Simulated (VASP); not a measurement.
Here is a VASP 6.6.1 calculation.

The input INCAR:

```
  PREC = Accurate
  ENCUT = 520
  EDIFF = 1E-7
  ISMEAR = 0
  SIGMA = 0.1
  LREAL = F
  LASPH = T
  NELM = 60
  ALGO = Normal
  ISIF = 2
  LWAVE = F
  LCHARG = F
  LNONCOLLINEAR = T
  MAGMOM = 0 0 0 0 0 0 0 0 0
  LORBIT = 11
  LSORBIT = T
  GGA_COMPAT = F
  GGA = PS
```

KPOINTS

```
regular mesh
0
Gamma
  12 12 12
```

The input POSCAR:

```
Mg2Sn
1.0
    0.0000000000      3.3705800000      3.3705800000
    3.3705800000      0.0000000000      3.3705800000
    3.3705800000      3.3705800000      0.0000000000
Mg Sn
2 1
Direct
    0.2500000000      0.2500000000      0.2500000000
    0.7500000000      0.7500000000      0.7500000000
    1.0000000000      1.0000000000      0.0000000000
```

Potentials or basis: VASP PAW PBE potentials, release 64 (Mg, Sn_d).

The run is started by

```console
$ cat potpaw_PBE.64/Mg/POTCAR potpaw_PBE.64/Sn_d/POTCAR > POTCAR
$ mpirun -np 1 vasp_ncl > vasp.out
```

Question: What does it give for the net moment?

Answer: 0.00 μB per cell.

Question: Predict the pressure.

Answer: 0.0 GPa.

Moments on the atoms (μB; x, y, z):
```
Mg  0.00 0.00 0.00
Mg  0.00 0.00 0.00
Sn  0.00 0.00 0.00
```

Caveat: the PAW data sets were made with another functional, which shifts forces and pressure a little.
